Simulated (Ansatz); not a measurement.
# MnO (P6_3mc) in Ansatz: a series of runs

Runs on MnO. Level: PBEsol. Tasks: single point.

All numbers are computed with Ansatz 0.2.0; they aren't measurements. Logs are shortened: lines on timing, memory, paths and dates and some standing lists are left out, and cuts for length are marked.

### 1 Starting point

The structure is hexagonal, space group P6_3mc (No. 186). Conventional cell: a = 3.372 Å, b = 3.372 Å, c = 5.386 Å, α = 90.00°, β = 90.00°, γ = 120.00°. Mn (site symmetry 3m) has 4 O at 1.96 to 2.08 Å as nearest neighbours. O (site symmetry 3m) has 4 Mn at 1.96 to 2.08 Å as nearest neighbours.

Measurements of this composition are mostly on another form, of space group No. 225.

### 2 Single point, PBEsol, collinear spin, ferromagnetic start, 12.46 Å³/atom (volume scaled by 0.94)

The input, input.yaml:

```yaml
crystal:
  lattice:
    - [3.3028704828, 0.0, 0.0]
    - [-1.6514352414, 2.8603697434, 0.0]
    - [0.0, 0.0, 5.2755609885]
  atoms:
    - { symbol: Mn, position: [0.6666666667, 0.3333333333, 0.51096], spin: 4.0 }
    - { symbol: Mn, position: [0.3333333333, 0.6666666667, 0.01096], spin: 4.0 }
    - { symbol: O, position: [0.6666666667, 0.3333333333, 0.87547] }
    - { symbol: O, position: [0.3333333333, 0.6666666667, 0.37547] }
kpoints:
  mp_grid: { grid: [9, 9, 5] }
scf:
  occupations: { method: fermi_dirac, width: 0.05 }
hamiltonian:
  xc: pbesol
  pseudopotentials: { kind: all_electron, lapw: { basis_error: 0.001 } }
magnetization:
  spin_polarized: true
output:
  forces: true
  stress: true
  eigenvalues: true
```

Potentials or basis: all-electron LAPW, scalar-relativistic.

Command:

```console
> ansatz run input.yaml --threads 4 --pin off --max-ram 12288MiB --backend cpu --events-out ev --progress --plain --runs-dir out
```

Log:

```text
Warning: RAYON_NUM_THREADS=4 ignored (pool sized by the plan → 4); use --threads N
LAPW: plane waves up to 10.769 Å⁻¹, error target 1.0e-3 eV per atom; small_component_spin mean_spin; O in spheres of 0.873 Å, 8 of its electrons in bands, Dirac shells []; Mn in spheres of 1.050 Å, 21 of its electrons in bands, Dirac shells [] (how accurate: hamiltonian.pseudopotentials.lapw.basis_error, Limitations)
Engine: ansatz 0.2.0, aarch64-unknown-linux-gnu
Pseudopotentials: kind: all_electron
Pseudopotential: Mn, LAPW, valence charge 21, lapw/all_electron/scalar/gaussian/Mn, Koelling and Harmon's equation, gaussian nucleus
Pseudopotential: O, LAPW, valence charge 8, lapw/all_electron/scalar/gaussian/O, Koelling and Harmon's equation, gaussian nucleus
Functional definition: PBEsol
  exchange = pbesol_x
  correlation = pbesol_c
Crystal: 4 atoms, lattice volume = 49.840 Å³
Basis set: ecut = 441.8598679517081 eV, 1087 PW (Γ), exchange–correlation at level 2
Bands: 40, of which v1, the nominal top of the filled ones, is band 29 counted from 1 (28 counted from 0)
Symmetry: 12 space group operations
Space group: P63mc (ITA 186), of the structure as read, at distance tolerance 3.7e-5 Å
Magnetic group: BNS 186.203 (UNI 1433), of the structure as read, at distance tolerance 3.7e-5 Å
k-points: 36 of 405 (time reversal used)
Non-local potential: Mn, projectors of the file, none
Non-local potential: O, projectors of the file, none
Initial density: superposition of atomic densities (chi_scale 0.1, normalization cell, long waves kept (reshape's long-wave potential 0.00 eV rms))
Starting moments: Σ|m| = 8 μB on 2 of 4 sites
Initial wavefunctions: plane waves of lowest kinetic energy (no species holds an atomic orbital)
Functional: x = pbesol(κ = 0.804, μ = 0.12345679012345678), c = pbesol(β = 0.046)
iter 1 solved again at ethr=1.13e-2 eV; its pass at ethr=1.00e-1 eV (dr2=6.55e0 eV) is discarded
SCF iter   1: F=—  HF=-67081.793036 eV  |F-HF|=—  |Δ(HF+E_count)|=         —  Δρ=6.36e-2 (↑6.36e-2 ↓6.19e-2)  dr2=6.56e0  dr2_m=6.03e-1  M=9.997 μB ∫|m|=9.997 μB  β_m=0.30  ethr=1.13e-2  ⟨swp⟩=2.0  Hψ=17322  notcnv=0
Mixer restart at iter 1: flushing history
[... 19 lines left out ...]
SCF converged after 13 iterations
Magnetization: 9.8442 μB (33.9221 up, 24.0779 down)
Absolute magnetization: 9.8445 μB (∫|ρ↑−ρ↓|)
Spin contamination: 0.0154 ħ² per cell (⟨S²⟩ above its minimum at these occupations)
Per-site moments (μB) at R_I (Å): [(4.104314367863903, 1.0503363411919586), (4.104314367863903, 1.0503363411919586), (0.22931320137225208, 0.8726583660713217), (0.22931320137225208, 0.8726583660713217)]
Free energy (F): -67078.917126 eV
Harris-Foulkes:  -67078.917126 eV  (|F-HF|=1.67e-9)
Internal energy: -67078.904375 eV  (E = F + TS)
E sigma→0 (E₀):  -67078.910750 eV
Entropy (-TS):   -0.012750 eV (-3.188 meV/atom)
Fermi energy:    11.773921 eV
--- Per-component energies (eV) ---
  E_band       = -9879.001499
  E_kinetic    = 67871.664008
  E_xc         = -3242.912098
  E_electrostatic = -131707.656285  (all electrons and nuclei)
  E_smearing   = -0.012750  (= −TS)
  E_closure    = -0.000000  (closes the sum)
  E_atoms      = -67043.961184  (free atoms, spherical and without spin; not in F)
  Σ components = -67078.917126   (vs F -67078.917126, Δ=0.00e0)
  Basis errors (estimates in eV, not in F): energy 4.9e-4 per atom: plane waves 4.5e-4 (2.7e-4 summed), levels above the bands 2.6e-89, relativity 4.1e-8, radial functions 4.1e-5, core shells 2.5e-7; eigenvalues (radial functions only) 8.9e-6; not estimated: angular momenta, meshes, grids; target (lapw.basis_error) 1.0e-3; muffin-tin radii O 0.873 Å, Mn 1.050 Å
--- Forces (eV/Å), atoms counted from 1 ---
  atom   1  Mn    -0.00000000    -0.00000000    -0.75495437
  atom   2  Mn     0.00000000    -0.00000000    -0.75495437
  atom   3  O     -0.00000000    -0.00000000     0.75495819
  atom   4  O     -0.00000000     0.00000000     0.75495819
  max |Σ_I F_I| component: 7.64e-6 eV/Å
--- Stress (GPa, compression-positive) ---
        5.465934       0.000000      -0.000000
        0.000000       5.465934       0.000000
       -0.000000       0.000000      15.651137
  P = ⅓ Tr σ = 8.8610 GPa (88.610 kbar)
--- Band table (eV; the first three rows and the last of 72) ---
  k-point 0 ↑: bands = ["-611.6214", "-611.6214", "-611.6214", "-611.6214", "-611.5984", "-611.5984", "-493.7662", "-493.7662", "-69.7509", "-69.7465", "-38.6699", "-38.6462", "-38.6462", "-38.6381", "-38.6381", "-38.6186", "-8.7312", "-8.1211", "4.0940", "4.8900", "5.0763", "5.0763", "5.4546", "5.4546", "8.5262", "8.5262", "9.0822", "9.1504", "9.1504", "10.1718", "10.7887", "10.7887", "11.9513", "11.9513", "11.9920", "15.5485", "17.4866", "23.5651", "23.5651", "24.0279"]
  k-point 1 ↑: bands = ["-611.6214", "-611.6214", "-611.6214", "-611.6214", "-611.5984", "-611.5984", "-493.7662", "-493.7662", "-69.7505", "-69.7469", "-38.6650", "-38.6454", "-38.6454", "-38.6389", "-38.6389", "-38.6235", "-8.6719", "-8.1778", "4.0634", "4.6961", "5.0990", "5.0990", "5.4026", "5.4026", "8.6047", "8.6047", "9.1238", "9.1238", "9.3952", "10.4221", "10.8809", "10.8809", "11.8334", "11.8334", "12.0413", "14.8165", "18.2189", "22.9610", "23.5263", "23.5263"]
  k-point 2 ↑: bands = ["-611.6214", "-611.6214", "-611.6214", "-611.6214", "-611.5984", "-611.5984", "-493.7662", "-493.7662", "-69.7494", "-69.7480", "-38.6522", "-38.6434", "-38.6434", "-38.6409", "-38.6409", "-38.6364", "-8.5174", "-8.3284", "4.0959", "4.3320", "5.1705", "5.1705", "5.2851", "5.2851", "8.7985", "8.7985", "9.0048", "9.0048", "10.0706", "10.5658", "11.1549", "11.1549", "11.5254", "11.5254", "12.5207", "13.6008", "19.5361", "21.1495", "23.5520", "23.5520"]
  k-point 35 ↓: bands = ["-610.1016", "-610.1016", "-610.1016", "-610.1016", "-610.0878", "-610.0878", "-493.5575", "-493.5575", "-65.0724", "-65.0724", "-34.0942", "-34.0942", "-34.0734", "-34.0679", "-34.0527", "-34.0527", "-7.5356", "-7.5356", "5.3757", "5.3757", "5.6740", "5.7254", "6.7807", "6.7807", "12.0395", "12.2525", "13.0193", "13.0193", "13.6387", "13.6778", "13.9576", "13.9576", "14.3849", "14.3849", "19.1766", "19.3170", "19.6738", "19.6738", "21.6158", "21.6158"]
```

Wall time 32 s (4 threads of Arm Neoverse V2, shared host); peak memory 0.66 GiB.

Results:

* Free energy: -67078.9171 eV
* Pressure: 8.9 GPa
* Largest force: 0.755 eV/Å
* Band gap on the k mesh: none (metal or under the smearing width)
* Net moment: 9.84 μB per cell
* Absolute moment: 9.84 μB per cell
* Site moments: Mn +4.10; O +0.23 μB

Caveat: the magnetic or orbital state may not be the lowest; semilocal functionals often make such compounds metallic where correlation or magnetic order opens a gap, which also shifts bond lengths; only a ferromagnetic start was run, and an antiferromagnetic order may lie lower in energy.

### 3 Single point, PBEsol, collinear spin, ferromagnetic start, 12.73 Å³/atom (volume scaled by 0.96)

Edit input.yaml of step 2 so:

```diff
@@ -2,5 +2,5 @@
   lattice:
-    - [3.3028704828, 0.0, 0.0]
-    - [-1.6514352414, 2.8603697434, 0.0]
-    - [0.0, 0.0, 5.2755609885]
+    - [3.3261309004, 0.0, 0.0]
+    - [-1.6630654502, 2.880513856, 0.0]
+    - [0.0, 0.0, 5.3127140505]
   atoms:
```

Potentials or basis: all-electron LAPW, scalar-relativistic.

Command:

```console
> ansatz run input.yaml --threads 4 --pin off --max-ram 12288MiB --backend cpu --events-out ev --progress --plain --runs-dir out
```

Run time: 32 s. Hardware: 4 threads of Arm Neoverse V2, shared host; peak memory 0.66 GiB.

It converged, with:

```yaml
Free_energy: -67078.9669 eV
Pressure: 6.2 GPa
Largest_force: 0.697 eV/Å
Band_gap_on_the_k_mesh: none (metal or under the smearing width)
Net_moment: 9.93 μB per cell
Absolute_moment: 9.93 μB per cell
Site_moments: Mn +4.15; O +0.23 μB
```

Caveat: the magnetic or orbital state may not be the lowest; semilocal functionals often make such compounds metallic where correlation or magnetic order opens a gap, which also shifts bond lengths; only a ferromagnetic start was run, and an antiferromagnetic order may lie lower in energy.

### 4 Single point, PBEsol, collinear spin, ferromagnetic start, 12.99 Å³/atom (volume scaled by 0.98)

Edit input.yaml of step 3 so:

```diff
@@ -2,5 +2,5 @@
   lattice:
-    - [3.3261309004, 0.0, 0.0]
-    - [-1.6630654502, 2.880513856, 0.0]
-    - [0.0, 0.0, 5.3127140505]
+    - [3.3490704591, 0.0, 0.0]
+    - [-1.6745352295, 2.9003800966, 0.0]
+    - [0.0, 0.0, 5.3493546156]
   atoms:
```

Command:

```console
> ansatz run input.yaml --threads 4 --pin off --max-ram 12288MiB --backend cpu --events-out ev --progress --plain --runs-dir out
```

Wall time 29 s (4 threads of Arm Neoverse V2, shared host); peak memory 0.64 GiB.

The run converged. Its results:

```yaml
Free_energy: -67078.9986 eV
Pressure: 3.4 GPa
Largest_force: 0.641 eV/Å
Band_gap_on_the_k_mesh: none (metal or under the smearing width)
Net_moment: 9.97 μB per cell
Absolute_moment: 9.97 μB per cell
Site_moments: Mn +4.18; O +0.23 μB
```

Caveat: the magnetic or orbital state may not be the lowest; semilocal functionals often make such compounds metallic where correlation or magnetic order opens a gap, which also shifts bond lengths; only a ferromagnetic start was run, and an antiferromagnetic order may lie lower in energy.

### 5 Single point, PBEsol, collinear spin, ferromagnetic start, 13.26 Å³/atom

Edit input.yaml of step 4 so:

```diff
@@ -2,5 +2,5 @@
   lattice:
-    - [3.3490704591, 0.0, 0.0]
-    - [-1.6745352295, 2.9003800966, 0.0]
-    - [0.0, 0.0, 5.3493546156]
+    - [3.3717, 0.0, 0.0]
+    - [-1.68585, 2.9199778539, 0.0]
+    - [0.0, 0.0, 5.3855]
   atoms:
```

Command:

```console
> ansatz run input.yaml --threads 4 --pin off --max-ram 12288MiB --backend cpu --events-out ev --progress --plain --runs-dir out
```

Wall time 25 s (4 threads of Arm Neoverse V2, shared host); peak memory 0.6 GiB.

The run converged. Its results:

| Property | Result |
| --- | --- |
| Free energy | -67079.0126 eV |
| Pressure | 0.8 GPa |
| Largest force | 0.591 eV/Å |
| Band gap on the k mesh | none (metal or under the smearing width) |
| Net moment | 9.99 μB per cell |
| Absolute moment | 9.99 μB per cell |
| Site moments | Mn +4.21; O +0.22 μB |

Caveat: the magnetic or orbital state may not be the lowest; semilocal functionals often make such compounds metallic where correlation or magnetic order opens a gap, which also shifts bond lengths; only a ferromagnetic start was run, and an antiferromagnetic order may lie lower in energy.

### 6 Single point, PBEsol, collinear spin, ferromagnetic start, 13.52 Å³/atom (volume scaled by 1.02)

Edit input.yaml of step 5 so:

```diff
@@ -2,5 +2,5 @@
   lattice:
-    - [3.3717, 0.0, 0.0]
-    - [-1.68585, 2.9199778539, 0.0]
-    - [0.0, 0.0, 5.3855]
+    - [3.3940297898, 0.0, 0.0]
+    - [-1.6970148949, 2.9393160191, 0.0]
+    - [0.0, 0.0, 5.4211666023]
   atoms:
```

Potentials or basis: all-electron LAPW, scalar-relativistic.

Command:

```console
> ansatz run input.yaml --threads 4 --pin off --max-ram 12288MiB --backend cpu --events-out ev --progress --plain --runs-dir out
```

Run time: 25 s. Hardware: 4 threads of Arm Neoverse V2, shared host; peak memory 0.6 GiB.

Results (log left out):

| Property | Result |
| --- | --- |
| Free energy | -67079.0097 eV |
| Pressure | -1.6 GPa |
| Largest force | 0.542 eV/Å |
| Band gap on the k mesh | none (metal or under the smearing width) |
| Net moment | 9.99 μB per cell |
| Absolute moment | 9.99 μB per cell |
| Site moments | Mn +4.23; O +0.22 μB |

Caveat: the magnetic or orbital state may not be the lowest; semilocal functionals often make such compounds metallic where correlation or magnetic order opens a gap, which also shifts bond lengths; only a ferromagnetic start was run, and an antiferromagnetic order may lie lower in energy.

### 7 Single point, PBEsol, collinear spin, ferromagnetic start, 13.79 Å³/atom (volume scaled by 1.04)

Edit input.yaml of step 6 so:

```diff
@@ -2,5 +2,5 @@
   lattice:
-    - [3.3940297898, 0.0, 0.0]
-    - [-1.6970148949, 2.9393160191, 0.0]
-    - [0.0, 0.0, 5.4211666023]
+    - [3.4160695619, 0.0, 0.0]
+    - [-1.7080347809, 2.9584030216, 0.0]
+    - [0.0, 0.0, 5.4563699693]
   atoms:
```

Command:

```console
> ansatz run input.yaml --threads 4 --pin off --max-ram 12288MiB --backend cpu --events-out ev --progress --plain --runs-dir out
```

Wall time 25 s (4 threads of Arm Neoverse V2, shared host); peak memory 0.6 GiB.

The run converged. Its results:

| Item | Value |
| --- | --- |
| Free energy | -67078.9914 eV |
| Pressure | -3.9 GPa |
| Largest force | 0.496 eV/Å |
| Band gap on the k mesh | none (metal or under the smearing width) |
| Net moment | 10.00 μB per cell |
| Absolute moment | 10.00 μB per cell |
| Site moments | Mn +4.24; O +0.21 μB |

Caveat: the magnetic or orbital state may not be the lowest; semilocal functionals often make such compounds metallic where correlation or magnetic order opens a gap, which also shifts bond lengths; only a ferromagnetic start was run, and an antiferromagnetic order may lie lower in energy.

### 8 Single point, PBEsol, collinear spin, ferromagnetic start, 14.05 Å³/atom (volume scaled by 1.06)

Edit input.yaml of step 7 so:

```diff
@@ -2,5 +2,5 @@
   lattice:
-    - [3.4160695619, 0.0, 0.0]
-    - [-1.7080347809, 2.9584030216, 0.0]
-    - [0.0, 0.0, 5.4563699693]
+    - [3.4378285534, 0.0, 0.0]
+    - [-1.7189142767, 2.977246861, 0.0]
+    - [0.0, 0.0, 5.4911248552]
   atoms:
```

Command:

```console
> ansatz run input.yaml --threads 4 --pin off --max-ram 12288MiB --backend cpu --events-out ev --progress --plain --runs-dir out
```

Run time: 25 s. Hardware: 4 threads of Arm Neoverse V2, shared host; peak memory 0.6 GiB.

Results (log left out):

| Property | Result |
| --- | --- |
| Free energy | -67078.9589 eV |
| Pressure | -5.9 GPa |
| Largest force | 0.453 eV/Å |
| Band gap on the k mesh | none (metal or under the smearing width) |
| Net moment | 10.00 μB per cell |
| Absolute moment | 10.00 μB per cell |
| Site moments | Mn +4.26; O +0.20 μB |

Caveat: the magnetic or orbital state may not be the lowest; semilocal functionals often make such compounds metallic where correlation or magnetic order opens a gap, which also shifts bond lengths; only a ferromagnetic start was run, and an antiferromagnetic order may lie lower in energy.

### 9 For comparison

An earlier run on the cell as given: functional PBEsol; potentials or basis all-electron LAPW, scalar-relativistic; cutoff 423 eV (chosen from the basis error); basis error allowed 0.001 eV/atom; k mesh 9 × 9 × 5; occupations fermi-dirac, width 0.05 eV; collinear spin, ferromagnetic start; starting moments [4.0, 4.0, 0.0, 0.0] μB.

- Pressure: 0.8 GPa
- Largest force: 0.591 eV/Å
- Band gap on the k mesh: none (metal or under the smearing width)
- Net moment: 9.99 μB per cell
- Absolute moment: 9.99 μB per cell
- Site moments: Mn +4.21; O +0.22 μB
- Loewdin charges: Mn +1.20; O -1.05 e
